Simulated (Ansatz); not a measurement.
Input of an Ansatz 0.2.0 run:

File input.yaml:

```yaml
crystal:
  lattice:
    - [2.98611099, 0.0, 0.0]
    - [0.0, 2.98611099, 0.0]
    - [0.0, 0.0, 2.98611099]
  atoms:
    - { symbol: Co, position: [0.5, 0.5, 0.5], spin: 2.0 }
    - { symbol: Ti, position: [0.0, 0.0, 0.0], spin: 1.0 }
kpoints:
  mp_grid: { grid: [9, 9, 9] }
scf:
  occupations: { method: fermi_dirac, width: 0.05 }
hamiltonian:
  xc: blyp
  dispersion: d4
  pseudopotentials: { kind: all_electron, lapw: { basis_error: 0.001 } }
magnetization:
  spin_polarized: true
output:
  forces: true
  stress: true
relax:
  f_tol: 0.01
  max_steps: 60
  cell: {}
```

Potentials or basis: all-electron LAPW, scalar-relativistic.

The run is started by

```console
$ ansatz run input.yaml --threads 2 --pin off --max-ram 6144MiB --backend cpu --events-out ev --progress --plain --runs-dir out
```

Task: What does it give for the relaxed volume?

Result: 13.12 Å³/atom.

Task: Predict the net moment.

Result: 0.77 μB per cell.

The path:
| step | energy change (eV) | largest force (eV/Å) | volume (Å³) |
| --- | --- | --- | --- |
| 1 | 0.0000 | 0.0000 | 26.63 |
| 2 | -0.0029 | 0.0000 | 26.26 |
| 3 | -0.0030 | 0.0000 | 26.23 |
| 4 | -0.0030 | 0.0000 | 26.23 |
